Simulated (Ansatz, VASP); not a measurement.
Two plane-wave programs on SrTiO3 (Tausonite)

```xyz
5
Lattice="3.8674 0.0000 0.0000 0.0000 3.8674 0.0000 0.0000 0.0000 3.8674" Properties=species:S:1:pos:R:3 pbc="T T T"
Sr    1.9337    1.9337    1.9337
Ti    0.0000    0.0000    0.0000
O     1.9337    0.0000    0.0000
O     0.0000    1.9337    0.0000
O     0.0000    0.0000    1.9337
```

Alike in both runs: task single point; functional r2SCAN; k mesh 6 × 6 × 6; no spin polarisation.

```csv
,VASP,Ansatz
version,VASP 6.6.1,Ansatz 0.2.0
potentials or method,"VASP PAW PBE potentials, release 64 (Sr_sv, Ti_sv, O)","plane waves, PAW"
plane-wave cutoff (eV),520,500
occupations,"gaussian, width 0.01 eV",fixed
valence electrons in the cell,40,40
```

```tsv
	VASP	Ansatz	Ansatz less VASP
gap on the k mesh at the Fermi level (eV)	2.34	2.33	-0.010
pressure (GPa)	7.2	6.2	-1.02
```

Caveats: the PAW data sets were made with another functional, which shifts forces and pressure a little (VASP). A k mesh can miss the band edges. r2SCAN opens gaps a little over a GGA but as a rule still falls short of measured ones.
